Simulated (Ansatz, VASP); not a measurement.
One calculation of GaAs, two programs

Contents of INCAR:

```
PREC = Accurate
ENCUT = 520
EDIFF = 1E-8
ISMEAR = -1
SIGMA = 0.02
LREAL = False
LASPH = True
NELM = 100
ALGO = Normal
ISIF = 2
LWAVE = False
LCHARG = False
GGA = PE
LEFG = True
NBANDS = 16
```

File KPOINTS:

```
Automatic mesh
0
Gamma
  8 8 8
```

The input POSCAR:

```
GaAs
1.0
    0.0000000000      2.8750910496      2.8750910496
    2.8750910496      0.0000000000      2.8750910496
    2.8750910496      2.8750910496      0.0000000000
Ga As
1 1
Direct
    0.0000000000      0.0000000000      0.0000000000
    0.7500000000      0.7500000000      0.7500000000
```

Input for Ansatz:

```yaml
crystal:
  lattice:
    - [0.0, 2.8750910496, 2.8750910496]
    - [2.8750910496, 0.0, 2.8750910496]
    - [2.8750910496, 2.8750910496, 0.0]
  atoms:
    - { symbol: Ga, position: [0.0, 0.0, 0.0] }
    - { symbol: As, position: [0.75, 0.75, 0.75] }
kpoints:
  mp_grid: { grid: [8, 8, 8] }
scf:
  occupations: { method: fermi_dirac, width: 0.02 }
hamiltonian:
  xc: pbe
  pseudopotentials: { kind: paw, frozen_core: stored }
output:
  forces: true
  stress: true
  populations: true
  efg: { quadrupole_moments_barn: { Ga: 0.107, As: 0.311 } }
```

The cell is a database's computed one.

Alike in both runs: task electric field gradients; functional PBE; k mesh 8 × 8 × 8; occupations fermi-dirac, width 0.02 eV; no spin polarisation.

|  | VASP | Ansatz |
| --- | --- | --- |
| version | VASP 6.6.1 | Ansatz 0.2.0 |
| potentials or method | VASP PAW PBE potentials, release 64 (Ga_d, As) | plane-wave PAW, scalar-relativistic |
| plane-wave cutoff (eV) | 520 | 420 |
| valence electrons in the cell | 18 | 28 |

|  | VASP | Ansatz | Ansatz less VASP |
| --- | --- | --- | --- |
| pressure (GPa) | 0.0 | -0.2 | -0.17 |
| Vzz of the field gradient on the site that differs most (V/Å²) | 0.0 | 0.0 | 0.00 |

The two sets of potentials don't hold the same shells in valence.
